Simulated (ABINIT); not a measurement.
Input of an ABINIT 10.8.3 (patched build) run:

File run.abi:

```
# Datasets: ground state, then fixed potential
ndtset 2

# Pseudopotentials
pp_dirpath "./"
pseudos "Si.GGA_PBE-JTH.xml"

# Structure
acell 3*1.0 Angstrom
rprim
     0.0000000000     2.7218511865     2.7218511865
     2.7218511865     0.0000000000     2.7218511865
     2.7218511865     2.7218511865     0.0000000000
ntypat 1
znucl 14
natom 2
typat 1 1
xred
     0.5000000000     0.5000000000     0.5000000000
     0.7500000000     0.7500000000     0.7500000000

# Plane-wave basis
ecut 15.0
pawecutdg 30.0

# Exchange and correlation
ixc -106132

# Bands and occupations
occopt 3
tsmear 0.05 eV

# SCF cycle
nstep 100

# Output
iomode 3
prtwf 0
prteig 0
prtebands 0
enunit 2
prtden1 1

# Dataset 1
kptopt1 1
ngkpt1 8 8 8
nshiftk1 1
shiftk1 0.0 0.0 0.0
nband1 8
tolvrs1 1.0e-9

# Dataset 2: bands along G-X-W-K-G-L-U-W-L-K
iscf2 -2
getden2 1
nband2 12
nbdbuf2 2
tolwfr2 1.0e-12
kptopt2 -9
ndivsm2 6
prteig2 1
prtvol2 -3
kptbounds2
     0.0000000000     0.0000000000     0.0000000000
     0.5000000000     0.0000000000     0.5000000000
     0.5000000000     0.2500000000     0.7500000000
     0.3750000000     0.3750000000     0.7500000000
     0.0000000000     0.0000000000     0.0000000000
     0.5000000000     0.5000000000     0.5000000000
     0.6250000000     0.2500000000     0.6250000000
     0.5000000000     0.2500000000     0.7500000000
     0.5000000000     0.5000000000     0.5000000000
     0.3750000000     0.3750000000     0.7500000000
```

Potentials or basis: JTH PAW PBE v2.0.

Run with:

```bash
$ abinit run.abi > log 2>&1
```

Task: What does it give for the pressure?

Result: 1.9 GPa.

Task: What does it give for the band gap along the path?

Result: 0.65 eV, indirect (least direct gap 2.61 eV).

Task: Estimate the band gap on the k mesh.

Result: 0.69 eV, indirect (least direct gap 2.61 eV).

Levels at the corners of the path, in eV from the valence-band top:
| point | band 1 | band 2 | band 3 | band 4 | band 5 | band 6 | band 7 | band 8 |
| --- | --- | --- | --- | --- | --- | --- | --- | --- |
| Γ | -11.91 | 0.00 | 0.00 | 0.00 | 2.61 | 2.61 | 2.61 | 3.23 |
| X | -7.80 | -7.80 | -2.82 | -2.82 | 0.79 | 0.79 | 10.08 | 10.08 |
| W | -7.64 | -7.64 | -3.79 | -3.79 | 4.35 | 4.35 | 5.02 | 5.02 |
| K | -8.22 | -7.21 | -4.24 | -2.40 | 1.28 | 4.19 | 7.50 | 8.06 |
| Γ | -11.91 | 0.00 | 0.00 | 0.00 | 2.61 | 2.61 | 2.61 | 3.23 |
| L | -9.61 | -6.92 | -1.19 | -1.19 | 1.53 | 3.42 | 3.42 | 7.79 |
| U | -8.22 | -7.21 | -4.24 | -2.40 | 1.28 | 4.19 | 7.50 | 8.06 |
| W | -7.64 | -7.64 | -3.79 | -3.79 | 4.35 | 4.35 | 5.02 | 5.02 |
| L | -9.61 | -6.92 | -1.19 | -1.19 | 1.53 | 3.42 | 3.42 | 7.79 |
| K | -8.22 | -7.21 | -4.24 | -2.40 | 1.28 | 4.19 | 7.50 | 8.06 |

Caveat: the PAW data sets were made with another functional, which shifts forces and pressure a little.
